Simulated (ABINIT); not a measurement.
# MnO (F-43m) in ABINIT: a series of runs

The runs below take MnO through single point, with PBEsol+U.

Program: ABINIT 10.8.3 (patched build). These are calculated values, not measurements. Logs are shortened: lines on timing, memory, paths and dates and some standing lists are left out, and cuts for length are marked. The log counts tension as positive stress, the text compression.

### 1 Starting point

Symmetry: F-43m, No. 216, cubic system. Conventional cell: a = 4.873 Å, b = 4.873 Å, c = 4.873 Å, α = 90.00°, β = 90.00°, γ = 90.00°. Mn (site symmetry -43m) has 4 O at 2.11 Å as nearest neighbours. O (site symmetry -43m) is surrounded by 4 Mn at 2.11 Å.

Measurements of this composition are mostly on another form, of space group No. 225.

### 2 Single point, PBEsol+U, collinear spin, ferromagnetic start

Input file run.abi:

```
# Pseudopotentials
pp_dirpath "./"
pseudos "Mn.GGA_PBE-ansatz.xml, O.GGA_PBE-ansatz.xml"

# Structure
acell 6.5115244319 6.5115244319 6.5115244319
rprim
     0.0000000000     0.7071067812     0.7071067812
     0.7071067812     0.0000000000     0.7071067812
     0.7071067812     0.7071067812     0.0000000000
ntypat 2
znucl 25 8
natom 2
typat 1 2
xcart
     0.0000000000     0.0000000000     0.0000000000
     2.3021715408     2.3021715408     2.3021715408

# Plane-wave basis
ecut 16.0
pawecutdg 32.0
pawxcdev 0
pawovlp 30

# k points
kptopt 2
ngkpt 5 5 5
nshiftk 1
shiftk 0.0 0.0 0.0

# Exchange and correlation
ixc -116133

# Bands and occupations
nband 16
occopt 7
tsmear 0.05 eV

# Spin
nsppol 2
spinat
     0.0000000000     0.0000000000     5.0000000000
     0.0000000000     0.0000000000     0.0000000000
nsym 1

# DFT+U
usepawu 1
lpawu 2 -1
upawu 4.0 0.0 eV
jpawu 0.0 0.0 eV
usedmatpu 10
dmatpawu
    1.00000   0.00000   0.00000   0.00000   0.00000
    0.00000   1.00000   0.00000   0.00000   0.00000
    0.00000   0.00000   1.00000   0.00000   0.00000
    0.00000   0.00000   0.00000   1.00000   0.00000
    0.00000   0.00000   0.00000   0.00000   1.00000

    0.00000   0.00000   0.00000   0.00000   0.00000
    0.00000   0.00000   0.00000   0.00000   0.00000
    0.00000   0.00000   0.00000   0.00000   0.00000
    0.00000   0.00000   0.00000   0.00000   0.00000
    0.00000   0.00000   0.00000   0.00000   0.00000

# SCF cycle
nstep 100
tolvrs 1.0e-7

# Output
iomode 3
prtwf 0
prteig 0
prtebands 0
prtden 1
prtvha 1
prtvclmb 1
prtpot 1
```

Potentials or basis: Ansatz PAW PBE default generated set, frozen core.

Started as:

```bash
$ abinit run.abi > log 2>&1
```

run.abo:

```text
[... set-up lines left out ...]
 ETOT  1  -118.46614877919    -1.185E+02 3.647E+00 1.595E+01 4.716E+00 4.716E+00
 ETOT  2  -120.59441434493    -2.128E+00 3.998E-01 1.767E+01 5.443E-02 4.661E+00
 ETOT  3  -120.66138605087    -6.697E-02 3.052E-01 9.145E-01 9.007E-02 4.738E+00
 ETOT  4  -120.77452763009    -1.131E-01 3.928E-02 2.828E-01 1.490E-02 4.744E+00
 ETOT  5  -120.81198915895    -3.746E-02 3.185E-02 3.918E-01 8.671E-03 4.744E+00
 ETOT  6  -120.81216703822    -1.779E-04 3.404E-03 3.337E-02 4.733E-03 4.749E+00
 ETOT  7  -120.81477006990    -2.603E-03 7.062E-04 1.037E-02 3.986E-03 4.753E+00
 ETOT  8  -120.81570073614    -9.307E-04 5.480E-04 3.931E-04 2.391E-03 4.754E+00
 ETOT  9  -120.81587013259    -1.694E-04 5.522E-04 4.259E-05 8.520E-04 4.754E+00
 ETOT 10  -120.81583179017     3.834E-05 2.212E-04 2.715E-05 5.620E-04 4.754E+00
[... 9 lines left out ...]
 ETOT 20  -120.81153663813    -1.244E-05 1.074E-04 1.367E-04 4.245E-03 4.744E+00
 ETOT 21  -120.81153825897    -1.621E-06 8.727E-05 5.472E-05 6.156E-04 4.744E+00
 ETOT 22  -120.81153829082    -3.184E-08 8.891E-05 3.727E-05 1.909E-05 4.744E+00
 ETOT 23  -120.81153839461    -1.038E-07 6.719E-05 1.084E-04 9.323E-05 4.744E+00
 ETOT 24  -120.81153830833     8.628E-08 5.993E-05 3.768E-05 9.495E-05 4.744E+00
 ETOT 25  -120.81153833327    -2.494E-08 4.913E-05 4.113E-05 7.037E-05 4.744E+00
 ETOT 26  -120.81153831549     1.778E-08 3.774E-05 1.532E-05 1.022E-04 4.744E+00
 ETOT 27  -120.81153831317     2.315E-09 3.390E-05 4.919E-06 6.062E-05 4.744E+00
 ETOT 28  -120.81153831017     3.007E-09 2.571E-05 5.518E-07 4.269E-05 4.744E+00
 ETOT 29  -120.81153831005     1.209E-10 2.216E-05 1.632E-08 4.904E-05 4.744E+00

 At SCF step   29       nres2   =  1.63E-08 < tolvrs=  1.00E-07 =>converged.

 Cartesian components of stress tensor (hartree/bohr^3)
  sigma(1 1)=  2.18721886E-04  sigma(3 2)= -3.47031141E-10
  sigma(2 2)=  2.18721935E-04  sigma(3 1)=  2.44867560E-10
  sigma(3 3)=  2.18721791E-04  sigma(2 1)=  2.69010919E-10

--- !ResultsGS
iteration_state: {dtset: 1, }
comment   : Summary of ground state results
lattice_vectors:
- [  0.0000000,   4.6043431,   4.6043431, ]
- [  4.6043431,   0.0000000,   4.6043431, ]
- [  4.6043431,   4.6043431,   0.0000000, ]
lattice_lengths: [   6.51152,    6.51152,    6.51152, ]
lattice_angles: [ 60.000,  60.000,  60.000, ] # degrees, (23, 13, 12)
lattice_volume:   1.9522392E+02
convergence: {deltae:  1.209E-10, res2:  1.632E-08, residm:  2.216E-05, diffor: null, }
etotal    :  -1.20811538E+02
entropy   :   0.00000000E+00
fermie    :   1.52395394E-01
cartesian_stress_tensor: # hartree/bohr^3
- [  2.18721886E-04,   2.69010919E-10,   2.44867560E-10, ]
- [  2.69010919E-10,   2.18721935E-04,  -3.47031141E-10, ]
- [  2.44867560E-10,  -3.47031141E-10,   2.18721791E-04, ]
pressure_GPa:  -6.4350E+00
xred      :
- [  0.0000E+00,   0.0000E+00,   0.0000E+00, Mn]
- [  2.5000E-01,   2.5000E-01,   2.5000E-01,  O]
cartesian_forces: # hartree/bohr
- [  5.83561269E-08,   2.00574342E-07,  -2.49486944E-08, ]
- [ -5.83561269E-08,  -2.00574342E-07,   2.49486944E-08, ]
force_length_stats: {min:   2.10375716E-07, max:   2.10375716E-07, mean:   2.10375716E-07, }
...

 Integrated electronic and magnetization densities in atomic spheres:
 ------------------------------------------------------------------------------------------------------------
 Radius=ratsph(iatom), smearing ratsm=  0.0000. Diff(up-dn)=approximate z local magnetic moment.
    Atom    Radius    up_density   dn_density  Total(up+dn)  Diff(up-dn)
    1 Mn   2.63806     9.453155     4.709280     14.162435     4.743875
    2  O   1.79524     2.874851     2.785501      5.660352     0.089350
 ------------------------------------------------------------------------------------------------------------
  Sum:                12.328006     7.494781     19.822788     4.833225
 Total magnetization (from the atomic spheres):                4.833225
 Total magnetization (exact up - dn):                          5.000000

 ---------- DFT+U DATA ---------------------------------------------------

 ====== For Atom     1, occupations for correlated orbitals. lpawu =   2

 Atom   1. Occ. for lpawu and for spin  1 =   4.95320
 Atom   1. Occ. for lpawu and for spin  2 =   0.25189
 => On atom   1,  local Mag. for lpawu is       -4.701309

 == Occupation matrix for correlated orbitals:

 Occupation matrix for spin  1
     0.99531    0.00000    0.00000   -0.00000   -0.00000
     0.00000    0.99531   -0.00000   -0.00000   -0.00000
     0.00000   -0.00000    0.98364    0.00000    0.00000
    -0.00000   -0.00000    0.00000    0.99531    0.00000
    -0.00000   -0.00000    0.00000    0.00000    0.98364

 Occupation matrix for spin  2
     0.06839   -0.00000    0.00000   -0.00000    0.00000
    -0.00000    0.06839    0.00000    0.00000   -0.00000
     0.00000    0.00000    0.02336    0.00000    0.00000
    -0.00000    0.00000    0.00000    0.06839   -0.00000
     0.00000   -0.00000    0.00000   -0.00000    0.02336

================================================================================

 ----iterations are completed or convergence reached----

 Mean square residual over all n,k,spin=   15.530E-09; max=  22.160E-06
 reduced coordinates (array xred) for    2 atoms
       0.000000000000      0.000000000000      0.000000000000
       0.249999999992      0.249999999992      0.249999999992
 rms dE/dt=  1.2337E-06; max dE/dt=  4.2668E-07; dE/dt below (all hartree)
    1      -0.000001190606     -0.000000849624     -0.000002547490
    2       0.000000426676     -0.000000541986     -0.000000163081

 cartesian coordinates (angstrom) at end:
    1      0.00000000000000     0.00000000000000     0.00000000000000
    2      1.21825671415433     1.21825671415433     1.21825671415433

 cartesian forces (hartree/bohr) at end:
    1      0.00000005835613     0.00000020057434    -0.00000002494869
    2     -0.00000005835613    -0.00000020057434     0.00000002494869
 frms,max,avg= 1.2146048E-07 2.0057434E-07   1.813E-07  1.131E-07 -3.014E-08 h/b

 cartesian forces (eV/Angstrom) at end:
    1      0.00000300079270     0.00001031394738    -0.00000128291345
    2     -0.00000300079270    -0.00001031394738     0.00000128291345
 frms,max,avg= 6.2457488E-06 1.0313947E-05   9.321E-06  5.816E-06 -1.550E-06 e/A
 length scales=  6.511524431900  6.511524431900  6.511524431900 bohr
              =  3.445750335262  3.445750335262  3.445750335262 angstroms
 Fermi (or HOMO) energy (hartree) =   0.15240   Average Vxc (hartree)=  -0.36858
 Magnetization (Bohr magneton)=  5.00000000E+00
 Total spin up =  1.30000000E+01   Total spin down =  8.00000000E+00
 Eigenvalues (hartree) for nkpt=  63  k points, SPIN UP:
 kpt#   1, nband= 16, wtk=  0.00800, kpt=  0.0000  0.0000  0.0000 (reduced coord)
  -2.80929   -1.66535   -1.66535   -1.66535   -0.51191   -0.06327   -0.06327   -0.06327
   0.01298    0.01298    0.13065    0.15184    0.15184    0.15184    0.60680    0.60680
      occupation numbers for kpt#   1
   1.00000    1.00000    1.00000    1.00000    1.00000    1.00000    1.00000    1.00000
   1.00000    1.00000    1.00000    0.66667    0.66667    0.66667    0.00000    0.00000
 prteigrs : prtvol=0 or 1, do not print more k-points.

 Eigenvalues (hartree) for nkpt=  63  k points, SPIN DOWN:
 kpt#   1, nband= 16, wtk=  0.00800, kpt=  0.0000  0.0000  0.0000 (reduced coord)
  -2.62804   -1.48686   -1.48686   -1.48686   -0.50238    0.03907    0.03907    0.03907
   0.17773    0.31081    0.31081    0.35929    0.35929    0.35929    0.66303    0.66303
      occupation numbers for kpt#   1
   1.00000    1.00000    1.00000    1.00000    1.00000    1.00000    1.00000    1.00000
   0.00000    0.00000    0.00000    0.00000    0.00000    0.00000    0.00000    0.00000
 prteigrs : prtvol=0 or 1, do not print more k-points.

--- !EnergyTerms
iteration_state     : {dtset: 1, }
comment             : Components of total free energy in Hartree
kinetic             :  1.73290528119571E+01
hartree             :  3.98054158796480E+01
xc                  : -6.67398707671795E+00
Ewald energy        : -7.28115527090698E+01
psp_core            :  3.21298734697484E+00
local_psp           : -1.02114248351209E+02
PAW spherical_terms :  4.40807013306540E-01
internal            : -1.20811525085110E+02
'-kT*entropy'       : -1.13380713793134E-05
total_energy        : -1.20811536423182E+02
total_energy_eV     : -3.28744938058160E+03
...

--- !EnergyTermsDC
iteration_state     : {dtset: 1, }
comment             : '"Double-counting" decomposition of free energy'
band_energy         : -1.56691694274749E+01
Ewald energy        : -7.28115527090698E+01
psp_core            :  3.21298734697484E+00
xc_dc               : -3.79130347251203E+01
PAW spherical_terms :  2.36924254271620E+00
internal            : -1.20811526971974E+02
'-kT*entropy'       : -1.13380713793134E-05
total_energy_dc     : -1.20811538310045E+02
total_energy_dc_eV  : -3.28744943192577E+03
...

--- !EnergyTermsWithPAWCore
iteration_state     : {dtset: 1, }
comment             : 'Components of total free energy, including PAW core contributions'
Total energy        : -1.22468158883344E+03
Total energy DC     : -1.22468159072030E+03
Total energy (eV)   : -3.33252837420884E+04
Total energy DC (eV): -3.33252837934326E+04
...

 Cartesian components of stress tensor (hartree/bohr^3)
  sigma(1 1)=  2.18721886E-04  sigma(3 2)= -3.47031141E-10
  sigma(2 2)=  2.18721935E-04  sigma(3 1)=  2.44867560E-10
  sigma(3 3)=  2.18721791E-04  sigma(2 1)=  2.69010919E-10

-Cartesian components of stress tensor (GPa)         [Pressure= -6.4350E+00 GPa]
- sigma(1 1)=  6.43502006E+00  sigma(3 2)= -1.02100087E-05
- sigma(2 2)=  6.43502149E+00  sigma(3 1)=  7.20425235E-06
- sigma(3 3)=  6.43501727E+00  sigma(2 1)=  7.91457449E-06

== END DATASET(S) ==============================================================
================================================================================

 -outvars: echo values of variables after computation  --------
            acell      6.5115244319E+00  6.5115244319E+00  6.5115244319E+00 Bohr
           etotal     -1.2081153831E+02
            fcart      5.8356126865E-08  2.0057434246E-07 -2.4948694418E-08
                      -5.8356126865E-08 -2.0057434246E-07  2.4948694418E-08
            rprim      0.0000000000E+00  7.0710678120E-01  7.0710678120E-01
                       7.0710678120E-01  0.0000000000E+00  7.0710678120E-01
                       7.0710678120E-01  7.0710678120E-01  0.0000000000E+00
           strten      2.1872188632E-04  2.1872193484E-04  2.1872179147E-04
                      -3.4703114133E-10  2.4486756024E-10  2.6901091926E-10
           xangst      0.0000000000E+00  0.0000000000E+00  0.0000000000E+00
                       1.2182567142E+00  1.2182567142E+00  1.2182567142E+00
             xred      0.0000000000E+00  0.0000000000E+00  0.0000000000E+00
                       2.4999999999E-01  2.4999999999E-01  2.4999999999E-01
 Calculation completed.
```

Run time: 2.7 min. Hardware: 1 thread of AMD EPYC 9R45 (Zen 5), shared host; peak memory 0.4 GiB.

Results:

```yaml
Free_energy: -3287.4494 eV
Pressure: -6.4 GPa
Band_gap_on_the_k_mesh: none (metal or under the smearing width)
Net_moment: 5.00 μB per cell
Site_moments: Mn +4.74; O +0.09 μB
```

Eigenvalues of the final occupation matrices:
| site | spin | trace | eigenvalues |
| --- | --- | --- | --- |
| atom 1 | 1 | 4.95 | 0.98 0.98 1.00 1.00 1.00 |
| atom 1 | 2 | 0.25 | 0.02 0.02 0.07 0.07 0.07 |

Caveat: the k mesh is coarse (spacing up to 0.45 Å⁻¹), so the values aren't converged; the PAW data sets were made with another functional, which shifts forces and pressure a little; a cell with one magnetic atom can't hold antiferromagnetic order, which such compounds often take; the atomic spheres overlap. The state reached can hang on the start; a lower one may exist.

### 3 Single point, PBEsol+U, collinear spin, ferromagnetic start

run.abi, as its differences from that of step 2:

```diff
@@ -14,8 +14,8 @@
 typat 1 2
-xcart
+xred
      0.0000000000     0.0000000000     0.0000000000
-     2.3021715408     2.3021715408     2.3021715408
+     0.2500000000     0.2500000000     0.2500000000
 
 # Plane-wave basis
-ecut 16.0
+ecut 435.382180 eV
 pawecutdg 32.0
@@ -36,3 +36,3 @@
 occopt 7
-tsmear 0.05 eV
+tsmear 0.00183747
 
@@ -50,3 +50,3 @@
 jpawu 0.0 0.0 eV
-usedmatpu 10
+usedmatpu 30
 dmatpawu
@@ -71,7 +71,5 @@
 prtwf 0
+prtden 0
 prteig 0
 prtebands 0
-prtden 1
-prtvha 1
-prtvclmb 1
-prtpot 1
+enunit 2
```

Potentials or basis: Ansatz PAW PBE default generated set, frozen core.

Started as:

```bash
$ abinit run.abi > log 2>&1
```

It took 4 min on 1 thread of AMD EPYC 9R45 (Zen 5), shared host; peak memory 0.34 GiB.

Results (log left out):

- Free energy: -3287.4494 eV
- Pressure: -6.4 GPa
- Band gap on the k mesh: none (metal or under the smearing width)
- Net moment: 5.00 μB per cell
- Site moments: Mn +4.74; O +0.09 μB

Levels at points of the mesh, in eV from the Fermi level:
Spin up:
| k point | band 10 | band 11 | band 12 | band 13 | band 14 | band 15 | band 16 |
| --- | --- | --- | --- | --- | --- | --- | --- |
| (0.00, 0.00, 0.00) | -3.79 | -0.59 | -0.02 | -0.02 | -0.02 | 12.37 | 12.37 |
Spin down:
```
           k point  band 4  band 5  band 6  band 7  band 8  band 9  band 10  band 11  band 12  band 13
(0.00, 0.00, 0.00)  -44.61  -17.82   -3.08   -3.08   -3.08    0.69     4.31     4.31     5.63     5.63
```

Eigenvalues of the final occupation matrices:
```
  site  spin  trace               eigenvalues
atom 1     1   4.95  0.98 0.98 1.00 1.00 1.00
atom 1     2   0.25  0.02 0.02 0.07 0.07 0.07
```

Caveat: the k mesh is coarse (spacing up to 0.45 Å⁻¹), so the values aren't converged; the PAW data sets were made with another functional, which shifts forces and pressure a little; a cell with one magnetic atom can't hold antiferromagnetic order, which such compounds often take; the atomic spheres overlap. The state reached can hang on the start; a lower one may exist.
